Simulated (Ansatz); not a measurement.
# AlGa3N4 under pressure

Method: Ansatz 0.2.0, DFT r2SCAN, scalar-relativistic, plane waves, PAW. Settings: 500 eV cutoff, 6×6×6 k-mesh, Gaussian smearing of 0.02 eV, no spin polarisation.

Starting point, cell and atoms relaxed:

```yaml
crystal:
  lattice:
    - [4.46534, 0.00000, 0.00000]
    - [0.00000, 4.46534, 0.00000]
    - [0.00000, 0.00000, 4.46534]
  atoms:
    - { symbol: Al, position: [0.00000, 0.00000, 0.00000] }
    - { symbol: Ga, position: [0.50000, 0.50000, 0.00000] }
    - { symbol: Ga, position: [0.50000, 0.00000, 0.50000] }
    - { symbol: Ga, position: [0.00000, 0.50000, 0.50000] }
    - { symbol: N, position: [0.75535, 0.75535, 0.24465] }
    - { symbol: N, position: [0.75535, 0.24465, 0.75535] }
    - { symbol: N, position: [0.24465, 0.75535, 0.75535] }
    - { symbol: N, position: [0.24465, 0.24465, 0.24465] }
```

Cell and atoms are relaxed at each pressure within the symmetry of the start, at zero temperature, so transitions that lower the symmetry aren't seen. The k-mesh given is that at zero pressure and may differ at others. Gaps are generalised Kohn–Sham gaps over the whole zone.

**Question.** Give the structure at -1 GPa.

**Answer.**
```yaml
crystal:
  lattice:
    - [4.47291, 0.00000, 0.00000]
    - [0.00000, 4.47291, 0.00000]
    - [0.00000, 0.00000, 4.47291]
  atoms:
    - { symbol: Al, position: [0.00000, 0.00000, 0.00000] }
    - { symbol: Ga, position: [0.50000, 0.50000, 0.00000] }
    - { symbol: Ga, position: [0.50000, 0.00000, 0.50000] }
    - { symbol: Ga, position: [0.00000, 0.50000, 0.50000] }
    - { symbol: N, position: [0.75534, 0.75534, 0.24466] }
    - { symbol: N, position: [0.75534, 0.24466, 0.75534] }
    - { symbol: N, position: [0.24466, 0.75534, 0.75534] }
    - { symbol: N, position: [0.24466, 0.24466, 0.24466] }
```
The structure is cubic, space group P-43m (No. 215). The conventional cell has a = 4.473 Å, b = 4.473 Å, c = 4.473 Å, α = 90.00°, β = 90.00°, γ = 90.00°. Al (site symmetry -43m) is surrounded by 4 N at 1.90 Å. Ga (site symmetry -42m) has 4 N at 1.95 Å as nearest neighbours. N (site symmetry 3m) has 1 Al at 1.90 Å and 3 Ga at 1.95 Å as nearest neighbours.